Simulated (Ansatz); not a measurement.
LiH:

```
CELL_PARAMETERS angstrom
0.00000 2.03675 2.03675
2.03675 0.00000 2.03675
2.03675 2.03675 0.00000
ATOMIC_POSITIONS crystal
Li 0.00000 0.00000 0.00000
H 0.50000 0.50000 0.50000
```

Program: Ansatz 0.2.0. Alike in all runs: no spin polarisation; cell as given; smearing fermi-dirac 0.05 eV.

Question: Order these runs on this cell by their band gap on the k mesh, lowest first.
A. level PBE0; potentials or basis all-electron PAW datasets made for the crystal; k mesh 8 × 8 × 8; cutoff (eV) 220
B. level PBE; potentials or basis all-electron LAPW, scalar-relativistic; k mesh 11 × 11 × 11; cutoff (eV) 176; basis error allowed 0.001 eV/atom
C. level HSE06; potentials or basis all-electron PAW datasets made for the crystal; k mesh 8 × 8 × 8; cutoff (eV) 220
D. level PBEsol; potentials or basis all-electron LAPW, scalar-relativistic; k mesh 11 × 11 × 11; cutoff (eV) 175; basis error allowed 0.001 eV/atom

Answer: D (2.98 eV), B (3.20 eV), C (4.00 eV), A (4.69 eV).

Caveats: the program warned that the printed levels may be off, so bands, gaps and densities of states are rough (some runs); the mesh misses the band edges, which the band path finds closer together (some runs); an odd mesh through Γ misses points on the zone boundary, where band edges often lie (some runs).

Not every run made on this cell is shown here.
